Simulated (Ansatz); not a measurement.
Crystal: CdSe.

```
Cd Se
1.0
     4.34202    0.00000    0.00000
     2.17101    3.76030    0.00000
     2.17101    1.25343    3.54524
Cd Se
1 1
Direct
  0.00000 0.00000 0.00000
  0.25000 0.25000 0.25000
```

Measurements of this composition are mostly on another form, of space group No. 186.

Base run:

| Property | Result |
| --- | --- |
| Program | Ansatz 0.2.0 |
| Functional | RPBE-LYP |
| Potentials or basis | all-electron LAPW, scalar-relativistic |
| Cutoff | 266 eV (chosen from the basis error) |
| Basis error allowed | 0.001 eV/atom |
| k mesh | 8 × 8 × 8 |
| Occupations | fixed |
| Spin | no spin polarisation |

Its results: band gap on the k mesh 0.63 eV, direct; pressure 6.0 GPa.

**Question.** The run is repeated on the same cell with these changes: functional from RPBE-LYP to r2SCAN; potentials or basis from all-electron LAPW, scalar-relativistic to all-electron PAW datasets made for the crystal. What comes out?

**Answer.** Band gap on the k mesh 1.04 eV, direct; pressure -0.2 GPa.

The runs don't all hold the same shells in valence.
